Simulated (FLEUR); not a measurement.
A run of FLEUR MaX-R8.1 (later development tree) is set up as follows.

The input inp.xml:

```xml
<?xml version="1.0" encoding="UTF-8" standalone="no"?>
<fleurInput fleurInputVersion="0.39">
   <comment>
      C                                                                                                   
   </comment>
   <calculationSetup>
      <cutoffs Kmax="5.33" Gmax="16.5" GmaxXC="16.5" numbands="0"/>
      <scfLoop itmax="60" minDistance="0.00001" maxIterBroyd="15" imix="Anderson" alpha="0.05" precondParam="0.0" spinf="2.0" sdNocoIR="T"/>
      <coreElectrons ctail="T" frcor="F" kcrel="0" coretail_lmax="0"/>
      <xcFunctional name="vwn" relativisticCorrections="F"/>
      <magnetism jspins="1"/>
      <soc l_soc="F" theta="0.0" phi="0.0" spav="F"/>
      <expertModes spex="0" secvar="F"/>
      <geometryOptimization l_f="F" forcealpha="1.0" forcemix="BFGS" epsdisp="0.00001" epsforce="0.00001"/>
      <ldaU l_linMix="F" mixParam="0.05" spinf="1.0"/>
   </calculationSetup>
   <cell>
      <bzIntegration valenceElectrons="32.0" mode="hist" fermiSmearingEnergy="0.00183747">
         <kPointListSelection listName="default-1"/>
         <!-- k-points included here -->
         <xi:include xmlns:xi="http://www.w3.org/2001/XInclude" href="kpts.xml"> </xi:include>
      </bzIntegration>
      <!-- symmetry operations included here -->
      <xi:include xmlns:xi="http://www.w3.org/2001/XInclude" href="sym.xml"> </xi:include>
      <bulkLattice scale="1.0">
         <bravaisMatrix>
            <row-1>    4.7660782588536597     0.0000000000000000     0.0000000000000000</row-1>
            <row-2>   -2.3830391294268298     4.1275448486208255     0.0000000000000000</row-2>
            <row-3>    0.0000000000000000     0.0000000000000000    15.5658630609426591</row-3>
         </bravaisMatrix>
      </bulkLattice>
   </cell>
   <atomSpecies>
      <species name="Carbon (C)" element="C" atomicNumber="6">
         <mtSphere radius="1.35" gridPoints="447" logIncrement="0.023"/>
         <atomicCutoffs lmax="8" lnonsphr="6"/>
         <electronConfig flipSpins="F">
            <coreConfig>(1s1/2)</coreConfig>
            <valenceConfig>(2s1/2) (2p1/2) (2p3/2)</valenceConfig>
            <stateOccupation state="(2p1/2)" spinUp="0.333333" spinDown="0.333333"/>
            <stateOccupation state="(2p3/2)" spinUp="0.666667" spinDown="0.666667"/>
         </electronConfig>
         <energyParameters s="2" p="2" d="3" f="4"/>
         <lo type="SCLO" l="0" n="2" eDeriv="2"/>
         <lo type="SCLO" l="1" n="2" eDeriv="2"/>
         <lo type="SCLO" l="2" n="3" eDeriv="2"/>
      </species>
   </atomSpecies>
   <atomGroups>
      <atomGroup species="Carbon (C)">
         <relPos label="                   1">-1.000/3.000 1.000/3.000 -5.000/32.000</relPos>
         <relPos label="                   2">1.000/3.000 -1.000/3.000 11.000/32.000</relPos>
         <relPos label="                   3">-1.000/3.000 1.000/3.000 -11.000/32.000</relPos>
         <relPos label="                   4">1.000/3.000 -1.000/3.000 5.000/32.000</relPos>
         <force calculate="T" relaxXYZ="TTT"/>
      </atomGroup>
      <atomGroup species="Carbon (C)">
         <relPos label="                   5">.0000000000 .0000000000 -3.000/32.000</relPos>
         <relPos label="                   6">.0000000000 .0000000000 13.000/32.000</relPos>
         <relPos label="                   7">.0000000000 .0000000000 -13.000/32.000</relPos>
         <relPos label="                   8">.0000000000 .0000000000 3.000/32.000</relPos>
         <force calculate="T" relaxXYZ="TTT"/>
      </atomGroup>
   </atomGroups>
   <output dos="F" band="F" slice="F">
      <checks vchk="F" cdinf="F"/>
      <bandDOS minEnergy="-.5*Htr" maxEnergy="0.5*Htr" sigma="0.015" storeEVData="T"/>
      <vacuumDOS vacdos="F" integ="F" star="F" nstars="0" locx1="0.0" locy1="0.0" locx2="0.0" locy2="0.0" nstm="0" tworkf="0.0"/>
      <unfoldingBand unfoldBand="F" supercellX="1" supercellY="1" supercellZ="1"/>
      <plotting iplot="0" polar="F">
         <plot TwoD="T" vec1="  1.0  0.0  0.0" vec2="  0.0  1.0  0.0" vec3="  0.0  0.0  1.0" zero="  0.0  0.0  0.0" file="plot"/>
      </plotting>
      <chargeDensitySlicing numkpt="0" minEigenval="0.0" maxEigenval="0.0" nnne="0" pallst="F"/>
      <specialOutput eonly="F"/>
      <moessbauerParams electricFieldGradient="T" isomerShift="T" coreHyperfine="T" valenceHyperfine="T"/>
      <magneticCircularDichroism mcd="F" energyLo="-10.0" energyUp="0.0"/>
   </output>
  <!-- We include the file relax.xml here to enable relaxations (see documentation) -->
  <xi:include xmlns:xi="http://www.w3.org/2001/XInclude" href="relax.xml"> <xi:fallback/> </xi:include>
</fleurInput>
```

File crystal.txt:

```
C
&input cartesian=F /
2.5221000000  0.0000000000  0.0000000000
-1.2610500000  2.1842026709  0.0000000000
0.0000000000  0.0000000000  8.2371000000
1.8897261246
1.0 1.0 1.0

8
6 0.6666666667  0.3333333333  0.8437500000
6 0.3333333333  0.6666666667  0.3437500000
6 0.6666666667  0.3333333333  0.6562500000
6 0.3333333333  0.6666666667  0.1562500000
6 0.0000000000  0.0000000000  0.9062500000
6 0.0000000000  0.0000000000  0.4062500000
6 0.0000000000  0.0000000000  0.5937500000
6 0.0000000000  0.0000000000  0.0937500000

&kpt div1=12 div2=12 div3=4 gamma=T /
```

inp.xml (bands)

```
<?xml version="1.0" encoding="UTF-8" standalone="no"?>
<fleurInput fleurInputVersion="0.39">
   <comment>
      C                                                                                                   
   </comment>
   <calculationSetup>
      <cutoffs Kmax="5.33" Gmax="16.5" GmaxXC="16.5" numbands="0"/>
      <scfLoop itmax="60" minDistance="0.00001" maxIterBroyd="15" imix="Anderson" alpha="0.05" precondParam="0.0" spinf="2.0" sdNocoIR="T"/>
      <coreElectrons ctail="T" frcor="F" kcrel="0" coretail_lmax="0"/>
      <xcFunctional name="vwn" relativisticCorrections="F"/>
      <magnetism jspins="1"/>
      <soc l_soc="F" theta="0.0" phi="0.0" spav="F"/>
      <expertModes spex="0" secvar="F"/>
      <geometryOptimization l_f="F" forcealpha="1.0" forcemix="BFGS" epsdisp="0.00001" epsforce="0.00001"/>
      <ldaU l_linMix="F" mixParam="0.05" spinf="1.0"/>
   </calculationSetup>
   <cell>
      <bzIntegration valenceElectrons="32.0" mode="hist" fermiSmearingEnergy="0.00183747">
         <kPointListSelection listName="path-1"/>
         <!-- k-points included here -->
         <xi:include xmlns:xi="http://www.w3.org/2001/XInclude" href="kpts.xml"> </xi:include>
      </bzIntegration>
      <!-- symmetry operations included here -->
      <xi:include xmlns:xi="http://www.w3.org/2001/XInclude" href="sym.xml"> </xi:include>
      <bulkLattice scale="1.0">
         <bravaisMatrix>
            <row-1>    4.7660782588536597     0.0000000000000000     0.0000000000000000</row-1>
            <row-2>   -2.3830391294268298     4.1275448486208255     0.0000000000000000</row-2>
            <row-3>    0.0000000000000000     0.0000000000000000    15.5658630609426591</row-3>
         </bravaisMatrix>
      </bulkLattice>
   </cell>
   <atomSpecies>
      <species name="Carbon (C)" element="C" atomicNumber="6">
         <mtSphere radius="1.35" gridPoints="447" logIncrement="0.023"/>
         <atomicCutoffs lmax="8" lnonsphr="6"/>
         <electronConfig flipSpins="F">
            <coreConfig>(1s1/2)</coreConfig>
            <valenceConfig>(2s1/2) (2p1/2) (2p3/2)</valenceConfig>
            <stateOccupation state="(2p1/2)" spinUp="0.333333" spinDown="0.333333"/>
            <stateOccupation state="(2p3/2)" spinUp="0.666667" spinDown="0.666667"/>
         </electronConfig>
         <energyParameters s="2" p="2" d="3" f="4"/>
         <lo type="SCLO" l="0" n="2" eDeriv="2"/>
         <lo type="SCLO" l="1" n="2" eDeriv="2"/>
         <lo type="SCLO" l="2" n="3" eDeriv="2"/>
      </species>
   </atomSpecies>
   <atomGroups>
      <atomGroup species="Carbon (C)">
         <relPos label="                   1">-1.000/3.000 1.000/3.000 -5.000/32.000</relPos>
         <relPos label="                   2">1.000/3.000 -1.000/3.000 11.000/32.000</relPos>
         <relPos label="                   3">-1.000/3.000 1.000/3.000 -11.000/32.000</relPos>
         <relPos label="                   4">1.000/3.000 -1.000/3.000 5.000/32.000</relPos>
         <force calculate="T" relaxXYZ="TTT"/>
      </atomGroup>
      <atomGroup species="Carbon (C)">
         <relPos label="                   5">.0000000000 .0000000000 -3.000/32.000</relPos>
         <relPos label="                   6">.0000000000 .0000000000 13.000/32.000</relPos>
         <relPos label="                   7">.0000000000 .0000000000 -13.000/32.000</relPos>
         <relPos label="                   8">.0000000000 .0000000000 3.000/32.000</relPos>
         <force calculate="T" relaxXYZ="TTT"/>
      </atomGroup>
   </atomGroups>
   <output dos="F" band="T" slice="F">
      <checks vchk="F" cdinf="F"/>
      <bandDOS minEnergy="-.5*Htr" maxEnergy="0.5*Htr" sigma="0.015" storeEVData="T"/>
      <vacuumDOS vacdos="F" integ="F" star="F" nstars="0" locx1="0.0" locy1="0.0" locx2="0.0" locy2="0.0" nstm="0" tworkf="0.0"/>
      <unfoldingBand unfoldBand="F" supercellX="1" supercellY="1" supercellZ="1"/>
      <plotting iplot="0" polar="F">
         <plot TwoD="T" vec1="  1.0  0.0  0.0" vec2="  0.0  1.0  0.0" vec3="  0.0  0.0  1.0" zero="  0.0  0.0  0.0" file="plot"/>
      </plotting>
      <chargeDensitySlicing numkpt="0" minEigenval="0.0" maxEigenval="0.0" nnne="0" pallst="F"/>
      <specialOutput eonly="F"/>
      <moessbauerParams electricFieldGradient="T" isomerShift="T" coreHyperfine="T" valenceHyperfine="T"/>
      <magneticCircularDichroism mcd="F" energyLo="-10.0" energyUp="0.0"/>
   </output>
  <!-- We include the file relax.xml here to enable relaxations (see documentation) -->
  <xi:include xmlns:xi="http://www.w3.org/2001/XInclude" href="relax.xml"> <xi:fallback/> </xi:include>
</fleurInput>
```

Potentials or basis: all-electron, FLAPW.

Command:

```sh
$ inpgen -f crystal.txt -profile fastHighL
$ # inp.xml edited to the form shown
$ fleur_MPI
$ fleur_MPI   # second run, on inp.xml (bands)
```

(1) Predict the band gap on the k mesh.

(2) Estimate the band gap along the path.

Answers

(1) 4.38 eV, indirect (least direct gap 5.14 eV).

(2) 4.39 eV, indirect (least direct gap 5.14 eV).
